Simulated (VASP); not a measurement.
Ga2O3:

```
CELL_PARAMETERS angstrom
2.48700 1.43587 4.52583
-2.48700 1.43587 4.52583
0.00000 -2.87174 4.52583
ATOMIC_POSITIONS crystal
Ga 0.64790 0.64790 0.64790
Ga 0.85210 0.85210 0.85210
Ga 0.14790 0.14790 0.14790
Ga 0.35210 0.35210 0.35210
O 0.44385 0.05615 0.75000
O 0.94385 0.25000 0.55615
O 0.05615 0.75000 0.44385
O 0.75000 0.44385 0.05615
O 0.25000 0.55615 0.94385
O 0.55615 0.94385 0.25000
```

The cell is a database's computed one.

```yaml
Program: VASP 6.6.1
Task: relaxation of cell and atoms
Functional: PBEsol
Potentials_or_basis: VASP PAW PBE potentials, release 64 (Ga_d, O)
Cutoff: 600 eV
k_mesh: 6 × 6 × 6
Occupations: gaussian, width 0.02 eV
Spin: no spin polarisation
```

At the start: pressure 1.0 GPa; volume 9.70 Å³/atom.

Where does the relaxation end?

Over 11 steps the energy falls by 5.9 meV/atom and the volume is 9.72 Å³/atom (+0.3 %); space group R-3c (No. 167, to 0.05 Å).

The path:
| step | energy change (eV) | largest force (eV/Å) | pressure (GPa) | volume (Å³) |
| --- | --- | --- | --- | --- |
| 1 | 0.0000 | 0.4747 | 1.00 | 96.97 |
| 2 | -0.0375 | 0.2250 | -1.00 | 97.82 |
| 3 | -0.0438 | 0.0771 | -2.39 | 98.42 |
| 4 | -0.0563 | 0.0880 | 0.74 | 96.90 |
| 5 | -0.0577 | 0.0513 | 0.01 | 97.26 |
| 6 | -0.0589 | 0.0082 | -0.04 | 97.25 |
| 7 | -0.0589 | 0.0097 | 0.00 | 97.25 |
| 8 | -0.0589 | 0.0089 | -0.02 | 97.25 |
| 9 | -0.0589 | 0.0083 | -0.03 | 97.25 |
| 10 | -0.0589 | 0.0024 | 0.10 | 97.23 |
| 11 | -0.0589 | 0.0039 | 0.01 | 97.23 |

Final structure:
```xyz
10
Lattice="2.5017 1.4444 4.4846 -2.5017 1.4444 4.4846 0.0000 -2.8887 4.4846" Properties=species:S:1:pos:R:3 pbc="T T T"
Ga    0.0000    0.0000    8.6657
Ga    0.0000    0.0000   11.5152
Ga    0.0000    0.0000    1.9387
Ga    0.0000    0.0000    4.7883
O     0.9868   -1.4444    5.6058
O     1.7442    0.1324    7.8481
O    -1.7442   -0.1324    5.6058
O     0.7575    1.5767    5.6058
O    -0.7575   -1.5767    7.8481
O    -0.9868    1.4444    7.8481
```

Caveat: the PAW data sets were made with another functional, which shifts forces and pressure a little.
